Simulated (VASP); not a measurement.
# HgSe (F-43m) in VASP: further runs

Aim: see how the results for HgSe move with the level of theory and the settings. Levels: LDA, PBE, PBE+D3(BJ). Tasks: relaxation of cell and atoms.

Program: VASP 6.6.1. These are calculated values, not measurements. Logs are shortened: lines on timing, memory, paths and dates and some standing lists are left out, and cuts for length are marked.

### Step 1. The crystal as given

It takes space group F-43m (No. 216, cubic). Conventional cell: a = 6.078 Å, b = 6.078 Å, c = 6.078 Å, α = 90.00°, β = 90.00°, γ = 90.00°. Hg (site symmetry -43m) is surrounded by 4 Se at 2.63 Å. Se (site symmetry -43m) is surrounded by 4 Hg at 2.63 Å.

### Step 2. Relaxation of cell and atoms, LDA

INCAR

```
  PREC = Accurate
  ENCUT = 600
  EDIFF = 1E-6
  ISMEAR = 0
  SIGMA = 0.03
  LREAL = False
  LASPH = True
  NELM = 80
  ALGO = Normal
  ISIF = 3
  LWAVE = False
  LCHARG = False
  IBRION = 2
  NSW = 90
  EDIFFG = -0.01
```

KPOINTS

```
Automatic mesh
0
Gamma
  10 10 10
```

POSCAR

```
HgSe
1.0
    0.0000000000      3.0390000000      3.0390000000
    3.0390000000      0.0000000000      3.0390000000
    3.0390000000      3.0390000000      0.0000000000
Hg Se
1 1
Direct
    0.0000000000      0.0000000000      0.0000000000
    0.2500000000      0.2500000000      0.2500000000
```

Potentials or basis: VASP PAW LDA potentials, release 64 (Hg, Se).

On the command line:

```sh
$ cat potpaw_LDA.64/Hg/POTCAR potpaw_LDA.64/Se/POTCAR > POTCAR
$ mpirun -np 1 vasp_std > vasp.out
```

OUTCAR:

```text
PREC = Accurate
   ENCUT = 600
   EDIFF = 1E-6
   ISMEAR = 0
   LREAL = False
   LASPH = True
   NELM = 80
   ISIF = 3
   IBRION = 2
   NSW = 90
   EDIFFG = -0.01

 ion  position               nearest neighbor table
   1  0.000  0.000  0.000-   2 2.63   2 2.63   2 2.63   2 2.63
   2  0.250  0.250  0.250-   1 2.63   1 2.63   1 2.63   1 2.63

  LATTYP: Found a face centered cubic cell.
 ALAT       =     6.0780000000

  Lattice vectors:

 A1 = (   0.0000000000,   3.0390000000,   3.0390000000)
 A2 = (   3.0390000000,   0.0000000000,   3.0390000000)
 A3 = (   3.0390000000,   3.0390000000,   0.0000000000)

Analysis of symmetry for initial positions (statically):
=====================================================================
 Subroutine PRICEL returns:
 Original cell was already a primitive cell.

 Routine SETGRP: Setting up the symmetry group for a
 face centered cubic supercell.

 Subroutine GETGRP returns: Found 24 space group operations
 (whereof 24 operations were pure point group operations)
 out of a pool of 48 trial point group operations.

The static configuration has the point symmetry T_d .

Analysis of symmetry for dynamics (positions and initial velocities):
=====================================================================
 Subroutine PRICEL returns:
 Original cell was already a primitive cell.

 Routine SETGRP: Setting up the symmetry group for a
 face centered cubic supercell.

 Subroutine GETGRP returns: Found 24 space group operations
 (whereof 24 operations were pure point group operations)
 out of a pool of 48 trial point group operations.

The dynamic configuration has the point symmetry T_d .

 Subroutine INISYM returns: Found 24 space group operations
 (whereof 24 operations are pure point group operations),
 and found     1 'primitive' translations

----------------------------------------------------------------------------------------

                                     Primitive cell

  volume of cell :      56.1335

  direct lattice vectors                    reciprocal lattice vectors
     0.000000000  3.039000000  3.039000000    -0.164527805  0.164527805  0.164527805
     3.039000000  0.000000000  3.039000000     0.164527805 -0.164527805  0.164527805
     3.039000000  3.039000000  0.000000000     0.164527805  0.164527805 -0.164527805

  length of vectors
     4.297795016  4.297795016  4.297795016     0.284970518  0.284970518  0.284970518

  position of ions in fractional coordinates (direct lattice)
     0.000000000  0.000000000  0.000000000
     0.250000000  0.250000000  0.250000000

  ion indices of the primitive-cell ions
[... 101 lines left out ...]
   LHFCALC =     F    Hartree Fock is set to
   AEXX    =    0.0000 exact exchange contribution
   IVDW    =     0    specifies the selected vdW correction
   LEPSILON=     F    determine dielectric tensor
   LRPA    =     F    only Hartree local field effects (RPA)
 conjugate gradient relaxation of ions
 non-spin polarized calculation
 Gauss-broadening in eV      SIGMA  =   0.03
  energy-cutoff  :      600.00
  volume of cell :       56.13
 maximum number of plane-waves:      1895
 NGX is ok and might be reduce to    36
   NGX = 17   NGY = 17   NGZ = 17

--------------------------------------- Ionic step        1  -------------------------------------------

 number of electron      18.0000000 magnetization

 Free energy of the ion-electron system (eV)
  ---------------------------------------------------
  ext. energy  EPLUGINS =         0.00000000
  ---------------------------------------------------
  free energy    TOTEN  =        -5.49411249 eV

  energy without entropy =       -5.49406622  energy(sigma->0) =       -5.49408935

------------------------ aborting loop because EDIFF is reached ----------------------------------------

  FORCE on cell =-STRESS in cart. coord.  units (eV):
  Direction    XX          YY          ZZ          XY          YZ          ZX
  --------------------------------------------------------------------------------------
  -------------------------------------------------------------------------------------
  Total        0.0316734      0.0316734      0.0316734      0.0000000      0.0000000     -0.0000000
  in kB        0.9040299      0.9040299      0.9040299      0.0000000      0.0000000     -0.0000000
  external PRESSURE =       0.9040299 kB  Pullay stress =       0.0000000 kB
[... 59 lines left out ...]
--------------------------------------- Ionic step        3  -------------------------------------------

 number of electron      18.0000000 magnetization

 Free energy of the ion-electron system (eV)
  ---------------------------------------------------
  ext. energy  EPLUGINS =         0.00000000
  ---------------------------------------------------
  free energy    TOTEN  =        -5.49414788 eV

  energy without entropy =       -5.49410160  energy(sigma->0) =       -5.49412474

 E-fermi :   1.6315     XC(G=0):  -9.4411

 val. band max:        1.6223990221   @ k =   0.0000   0.0000   0.0000
 cond. band min:       2.0288894211   @ k =   0.1000   0.0000   0.0000
 fundamental gap:      0.4064903991
 Fermi energy:         1.6315360639

 k-point     1 :       0.0000    0.0000    0.0000
  band No.  band energies     occupation
      1     -11.8851      2.00000
      2      -5.5839      2.00000
      3      -5.5839      2.00000
      4      -5.5839      2.00000
      5      -4.8361      2.00000
      6      -4.8361      2.00000
      7       0.5131      2.00000
      8       1.6224      1.33334
      9       1.6224      1.33333
     10       1.6224      1.33333
     11       7.0100      0.00000
     12       7.0100      0.00000
     13       7.0100      0.00000
[... 354 lines left out ...]
  band No.  band energies     occupation
      1     -11.3715      2.00000
      2      -5.4555      2.00000
      3      -5.2166      2.00000
      4      -5.1959      2.00000
      5      -4.7859      2.00000
      6      -4.7500      2.00000
      7      -2.7049      2.00000
      8      -0.4091      2.00000
      9      -0.2344      2.00000
     10       4.3090      0.00000
     11       4.9095      0.00000
     12       8.7582      0.00000
     13       9.7622      0.00000

 [... further k-points ...]

------------------------ aborting loop because EDIFF is reached ----------------------------------------

  FORCE on cell =-STRESS in cart. coord.  units (eV):
  Direction    XX          YY          ZZ          XY          YZ          ZX
  --------------------------------------------------------------------------------------
  -------------------------------------------------------------------------------------
  Total       -0.0055734     -0.0055734     -0.0055734     -0.0000000      0.0000000     -0.0000000
  in kB       -0.1587930     -0.1587930     -0.1587930     -0.0000000      0.0000000     -0.0000000
  external PRESSURE =      -0.1587930 kB  Pullay stress =       0.0000000 kB
[... 17 lines left out ...]
  FREE ENERGIE OF THE ION-ELECTRON SYSTEM (eV)
  ---------------------------------------------------
  free  energy   TOTEN  =        -5.4941478829 eV

  energy  without entropy=       -5.4941016041  energy(sigma->0) =       -5.49412474

 reached required accuracy - stopping structural energy minimisation
```

OSZICAR:

```text
N       E                     dE             d eps       ncg     rms          rms(c)
DAV:   1     0.120068486143E+03    0.12007E+03   -0.93376E+03  1238   0.138E+03
DAV:   2    -0.381586515170E+00   -0.12045E+03   -0.11362E+03  1332   0.294E+02
DAV:   3    -0.577170127042E+01   -0.53901E+01   -0.53535E+01  1492   0.629E+01
[... 18 lines left out ...]
       N       E                     dE             d eps       ncg     rms          rms(c)
DAV:   1    -0.549418861915E+01   -0.41428E-04   -0.78665E-04  1272   0.363E-01    0.474E-02
DAV:   2    -0.549415193376E+01    0.36685E-04   -0.91600E-05  1297   0.152E-01    0.175E-02
DAV:   3    -0.549414831653E+01    0.36172E-05   -0.11248E-05  1242   0.358E-02    0.169E-02
DAV:   4    -0.549414788289E+01    0.43364E-06   -0.84151E-07   616   0.100E-02
   3 F= -.54941479E+01 E0= -.54941247E+01  d E =-.353888E-04
```

CONTCAR:

```text
HgSe
   1.00000000000000
     0.0000000000000000    3.0408167853606622    3.0408167853606622
     3.0408167853606622    0.0000000000000000    3.0408167853606622
     3.0408167853606622    3.0408167853606622   -0.0000000000000000
  Hg              Se
     1     1
Direct
     0.0000000000000000    0.0000000000000000    0.0000000000000000
     0.2500000000000000    0.2500000000000000    0.2500000000000000

  0.00000000E+00  0.00000000E+00  0.00000000E+00
  0.00000000E+00  0.00000000E+00  0.00000000E+00
```

Wall time 33 s (1 thread of Intel Xeon Platinum 8559C (Emerald Rapids), shared host); peak memory 0.19 GiB.

Results:

| Property | Result |
| --- | --- |
| Free energy | -5.4941 eV |
| Relaxed volume | 28.12 Å³/atom |
| Relaxed cell | a = 4.300 Å, b = 4.300 Å, c = 4.300 Å, α = 60.00°, β = 60.00°, γ = 60.00° |
| Space group after relaxing (to 0.05 Å) | F-43m (No. 216) |
| Energy gained by relaxing | 0.0 meV/atom |
| Ionic steps | 3 |
| Pressure after relaxing | 0.0 GPa |
| Band gap on the k mesh | none (metal or under the smearing width) |

Final structure:
```
CELL_PARAMETERS angstrom
0.00000 3.04082 3.04082
3.04082 0.00000 3.04082
3.04082 3.04082 0.00000
ATOMIC_POSITIONS crystal
Hg 0.00000 0.00000 0.00000
Se 0.25000 0.25000 0.25000
```

Levels at points of the mesh, in eV from the Fermi level:
| k point | band 6 | band 7 | band 8 | band 9 | band 10 | band 11 | band 12 | band 13 |
| --- | --- | --- | --- | --- | --- | --- | --- | --- |
| (0.00, 0.00, 0.00) | -6.47 | -1.12 | -0.01 | -0.01 | -0.01 | 5.38 | 5.38 | 5.38 |
| (0.50, 0.00, 0.00) | -6.15 | -5.60 | -0.99 | -0.99 | 0.97 | 6.14 | 6.14 | 6.78 |
| (0.50, 0.50, 0.00) | -6.11 | -5.16 | -2.34 | -2.34 | 2.68 | 2.79 | 8.23 | 9.69 |

### Step 3. Relaxation of cell and atoms, LDA

INCAR: that of step 2 with these lines changed.

```diff
@@ -2,3 +2,3 @@
   ENCUT = 600
-  EDIFF = 1E-6
+  EDIFF = 1E-7
   ISMEAR = 0
@@ -14,2 +14,2 @@
   NSW = 90
-  EDIFFG = -0.01
+  EDIFFG = -0.005
```

KPOINTS is that of step 2.

POSCAR

```
HgSe                                    
1.0
    0.0000000000      3.0408167854      3.0408167854
    3.0408167854      0.0000000000      3.0408167854
    3.0408167854      3.0408167854     -0.0000000000
  Hg              Se            
     1     1
Direct
     0.0000000000000000    0.0000000000000000    0.0000000000000000
     0.2500000000000000    0.2500000000000000    0.2500000000000000
```

Potentials or basis: VASP PAW LDA potentials, release 64 (Hg, Se).

On the command line:

```sh
$ cat potpaw_LDA.64/Hg/POTCAR potpaw_LDA.64/Se/POTCAR > POTCAR
$ mpirun -np 1 vasp_std > vasp.out
```

Run time: 21 s. Hardware: 1 thread of Intel Xeon Platinum 8559C (Emerald Rapids), shared host; peak memory 0.19 GiB.

It converged, with:

```
Free energy             : -5.4942 eV
Pressure after relaxing : 0.0 GPa
Band gap on the k mesh  : none (metal or under the smearing width)
```

Final structure:
```xyz
2
Lattice="0.0000 3.0408 3.0408 3.0408 0.0000 3.0408 3.0408 3.0408 0.0000" Properties=species:S:1:pos:R:3 pbc="T T T"
Hg    0.0000    0.0000    0.0000
Se    1.5204    1.5204    1.5204
```

Levels at points of the mesh, in eV from the Fermi level:
```tsv
k point	band 5	band 6	band 7	band 8	band 9	band 10	band 11	band 12	band 13
(0.00, 0.00, 0.00)	-6.47	-6.47	-1.12	-0.01	-0.01	-0.01	5.38	5.38	5.38
(0.50, 0.00, 0.00)	-6.42	-6.15	-5.60	-0.99	-0.99	0.97	6.14	6.14	6.78
(0.50, 0.50, 0.00)	-6.35	-6.11	-5.15	-2.34	-2.34	2.68	2.79	8.23	9.69
```

Caveat: the relaxation stopped at its first step, so nothing moved. Spin-orbit coupling is left out, which matters for the levels of Hg.

### Step 4. Relaxation of cell and atoms, PBE

INCAR

```
PREC = Accurate
ENCUT = 300
EDIFF = 1E-6
ISMEAR = 0
SIGMA = 0.03
LREAL = F
LASPH = T
NELM = 80
ALGO = Normal
ISIF = 3
LWAVE = F
LCHARG = F
GGA = PE
IBRION = 2
NSW = 90
EDIFFG = -0.01
```

KPOINTS

```
regular mesh
0
Gamma
  5 5 5
```

POSCAR

```
HgSe
1.0
    0.0000000000      3.0390000000      3.0390000000
    3.0390000000      0.0000000000      3.0390000000
    3.0390000000      3.0390000000      0.0000000000
Hg Se
1 1
Direct
    0.0000000000      0.0000000000      0.0000000000
    0.2500000000      0.2500000000      0.2500000000
```

Potentials or basis: VASP PAW PBE potentials, release 64 (Hg, Se).

On the command line:

```sh
$ cat potpaw_PBE.64/Hg/POTCAR potpaw_PBE.64/Se/POTCAR > POTCAR
$ mpirun -np 1 vasp_std > vasp.out
```

Run time: 9 s. Hardware: 1 thread of Intel Xeon Platinum 8375C at 2.90GHz (Ice Lake), shared host; peak memory 0.13 GiB.

Results (log left out):

- Free energy: -4.0589 eV
- Relaxed volume: 30.76 Å³/atom
- Relaxed cell: a = 4.431 Å, b = 4.431 Å, c = 4.431 Å, α = 60.00°, β = 60.00°, γ = 60.00°
- Space group after relaxing (to 0.05 Å): F-43m (No. 216)
- Energy gained by relaxing: 37.0 meV/atom
- Ionic steps: 3
- Pressure after relaxing: 0.0 GPa
- Band gap on the k mesh: none (metal or under the smearing width)

Step by step:
| step | energy change (eV) | largest force (eV/Å) | pressure (GPa) | volume (Å³) |
| --- | --- | --- | --- | --- |
| 1 | 0.0000 | 0.0000 | 4.84 | 56.13 |
| 2 | -0.0680 | 0.0000 | -1.07 | 63.31 |
| 3 | -0.0741 | 0.0000 | 0.01 | 61.52 |

Final structure:
```yaml
crystal:
  lattice:
    - [0.00000, 3.13318, 3.13318]
    - [3.13318, 0.00000, 3.13318]
    - [3.13318, 3.13318, 0.00000]
  atoms:
    - { symbol: Hg, position: [0.00000, 0.00000, 0.00000] }
    - { symbol: Se, position: [0.25000, 0.25000, 0.25000] }
```

Levels at points of the mesh, in eV from the Fermi level:
```csv
k point,band 7,band 8,band 9,band 10,band 11,band 12
"(0.00, 0.00, 0.00)",-1.07,-0.01,-0.01,-0.01,5.57,5.57
```

### Step 5. Relaxation of cell and atoms, PBE

This run uses another cell than the first one, of 30.76 Å³/atom, 1.096 times its volume.

INCAR: that of step 4 with these lines changed.

```diff
@@ -2,3 +2,3 @@
 ENCUT = 300
-EDIFF = 1E-6
+EDIFF = 1E-7
 ISMEAR = 0
@@ -15,2 +15,2 @@
 NSW = 90
-EDIFFG = -0.01
+EDIFFG = -0.005
```

KPOINTS is that of step 4.

POSCAR

```
HgSe                                    
1.0
    0.0000000000      3.1331778511      3.1331778511
    3.1331778511      0.0000000000      3.1331778511
    3.1331778511      3.1331778511     -0.0000000000
  Hg              Se            
     1     1
Direct
     0.0000000000000000    0.0000000000000000    0.0000000000000000
     0.2500000000000000    0.2500000000000000    0.2500000000000000
```

On the command line:

```sh
$ cat potpaw_PBE.64/Hg/POTCAR potpaw_PBE.64/Se/POTCAR > POTCAR
$ mpirun -np 1 vasp_std > vasp.out
```

Wall time 10 s (1 thread of Intel Xeon Platinum 8375C at 2.90GHz (Ice Lake), shared host); peak memory 0.15 GiB.

Results (log left out):

```yaml
Free_energy: -4.0686 eV
Relaxed_volume: 30.65 Å³/atom
Relaxed_cell: a = 4.426 Å, b = 4.426 Å, c = 4.426 Å, α = 60.00°, β = 60.00°, γ = 60.00°
Space_group_after_relaxing_to_0.05_Å: F-43m (No. 216)
Energy_gained_by_relaxing: 0.0 meV/atom
Ionic_steps: 2
Pressure_after_relaxing: 0.0 GPa
Band_gap_on_the_k_mesh: none (metal or under the smearing width)
```

Final structure:
```
Hg Se
1.0
     0.00000    3.12961    3.12961
     3.12961    0.00000    3.12961
     3.12961    3.12961    0.00000
Hg Se
1 1
Direct
  0.00000 0.00000 0.00000
  0.25000 0.25000 0.25000
```

Levels at points of the mesh, in eV from the Fermi level:
```
           k point  band 6  band 7  band 8  band 9  band 10  band 11  band 12  band 13
(0.00, 0.00, 0.00)   -6.09   -1.06   -0.01   -0.01    -0.01     5.57     5.57     5.57
```

The run has no spin-orbit coupling, so splittings on Hg are missing.

(Continued in part 2 of 2.)
